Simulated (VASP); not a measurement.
## Al2Au: single point with PBEsol

The system is Al2Au.

```
Al Au
1.0
     0.00000    3.00000    3.00000
     3.00000    0.00000    3.00000
     3.00000    3.00000    0.00000
Al Au
2 1
Direct
  0.25000 0.25000 0.25000
  0.75000 0.78000 0.75000
  0.00000 0.00000 0.00000
```

```json
{
  "Program": "VASP 6.6.1",
  "Task": "single point",
  "Functional": "PBEsol",
  "Potentials or basis": "VASP PAW PBE potentials, release 64 (Al, Au)",
  "Cutoff": "520 eV",
  "k mesh": "5 × 5 × 5",
  "Occupations": "methfessel-paxton, width 0.1 eV",
  "Spin": "no spin polarisation"
}
```

| Property | Result |
| --- | --- |
| Pressure | 0.3 GPa |
| Largest force | 0.816 eV/Å |
| Band gap on the k mesh | none (metal or under the smearing width) |

Forces in eV/Å, atoms in the order of the input:
```
Al   0.191 -0.009  0.191
Al  -0.572 -0.108 -0.572
Au   0.381  0.117  0.381
```

Stress tensor (GPa, compression positive):
```
0.21 1.63 0.48
1.63 0.46 1.63
0.48 1.63 0.21
```

Levels at points of the mesh, in eV from the Fermi level:
```csv
k point,band 6,band 7,band 8,band 9,band 10,band 11,band 12,band 13
"(0.00, 0.00, 0.00)",-5.56,2.35,2.81,3.01,3.13,3.99,4.02,4.06
```

It took 21 s on 1 thread of Intel(R) Xeon(R) Platinum 8259CL CPU @ 2.50GHz (Skylake/Cascade Lake), with other jobs on the host, peak memory 0.19 GiB.

Caveat: the k mesh is coarse (spacing up to 0.36 Å⁻¹), so the values aren't converged; the PAW data sets were made with another functional, which shifts forces and pressure a little. The run has no spin-orbit coupling, so splittings on Au are missing.
